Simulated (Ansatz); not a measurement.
# P: the cost of one run

Program: Ansatz 0.2.0. Level of theory: DFT PBE, scalar-relativistic, plane waves, PAW. These are calculated values, not measurements.

2 further runs of the same task are left out: 2 set aside as unsound or not needed. Runs told in other sessions of the task aren't counted.

## (1) The system as given

It takes space group Cmce (No. 64, orthorhombic). Conventional cell: a = 3.310 Å, b = 11.285 Å, c = 4.558 Å, α = 90.00°, β = 90.00°, γ = 90.00°. P (site symmetry m) is surrounded by 3 P at 2.23 to 2.26 Å.

As a file:

```cif
data_structure
_symmetry_space_group_name_H-M 'Cmce'
_symmetry_Int_Tables_number 64
_cell_length_a 3.3104
_cell_length_b 11.2854
_cell_length_c 4.5578
_cell_angle_alpha 90.000
_cell_angle_beta 90.000
_cell_angle_gamma 90.000
_cell_volume 170.28
loop_
_atom_site_label
_atom_site_type_symbol
_atom_site_symmetry_multiplicity
_atom_site_Wyckoff_symbol
_atom_site_fract_x
_atom_site_fract_y
_atom_site_fract_z
_atom_site_occupancy
P1 P 8 f 0.00000 0.90593 0.91372 1
```

It is the result of an earlier relaxation at this level (volume 21.28 Å³/atom; gap on the mesh: 0.12 eV).

Bulk energy on matching settings, from an earlier run: -755.6744 eV/atom.

## (2) Cutting the (010) slab

Planes are indexed in the bulk's conventional cell (Cmce (No. 64)), a = 3.310 Å, b = 11.285 Å, c = 4.558 Å, α = 90.00°, β = 90.00°, γ = 90.00°.

Cut from the relaxed bulk: a (010) slab, 13.4 Å thick as cut, with 15 Å of vacuum; its outer planes are P (top) and P (bottom).

The slab as cut. Its planes from the bottom up:

```tsv
plane	atoms per cell	height over the lowest (Å)
1	P2	0.00
2	P2	2.12
3	P2	5.64
4	P2	7.77
5	P2	11.29
6	P2	13.41
```

## (3) Single point on the unrelaxed (010) slab

A dipole layer in the vacuum cancels the field that periodic copies would set up if the slab's two faces differ.

File input.yaml:

```yaml
crystal:
  lattice:
    - [3.310432478, 0.0, 0.0]
    - [0.0, 4.5577727481, 0.0]
    - [0.0, 0.0, 28.4086952485]
  atoms:
    - { symbol: P, position: [0.5, 0.9137202409, 0.2640036768] }
    - { symbol: P, position: [0.0, 0.5862797591, 0.2640036768] }
    - { symbol: P, position: [0.5, 0.0862797591, 0.3387434508] }
    - { symbol: P, position: [0.0, 0.4137202409, 0.3387434508] }
    - { symbol: P, position: [0.0, 0.9137202409, 0.462630113] }
    - { symbol: P, position: [0.5, 0.5862797591, 0.462630113] }
    - { symbol: P, position: [0.0, 0.0862797591, 0.537369887] }
    - { symbol: P, position: [0.5, 0.4137202409, 0.537369887] }
    - { symbol: P, position: [0.5, 0.9137202409, 0.6612565492] }
    - { symbol: P, position: [0.0, 0.5862797591, 0.6612565492] }
    - { symbol: P, position: [0.5, 0.0862797591, 0.7359963232] }
    - { symbol: P, position: [0.0, 0.4137202409, 0.7359963232] }
basis:
  ecutwfc: 420
kpoints:
  mp_grid: { grid: [10, 8, 1] }
hamiltonian:
  xc: pbe
scf:
  occupations: { method: gaussian, width: 0.05 }
output:
  forces: true
  stress: true
  eigenvalues: true
  write_density: true
  write_potential: true
  elf: true
  volumetric_format: npy
efield:
  axis: 3
  dipole_correction: true
  ramp_width: 0.04
```

Command:

```bash
$ ansatz run input.yaml --threads 1 --pin off --max-ram 2560MiB --backend cpu --events-out ev --progress --plain --runs-dir out
```

**Question.** How long does this run take on 1 thread of Intel Xeon at 2.50GHz (Skylake/Cascade Lake), shared host, and how much memory does it need?

About 2.4 min, with a peak of 0.73 GiB.
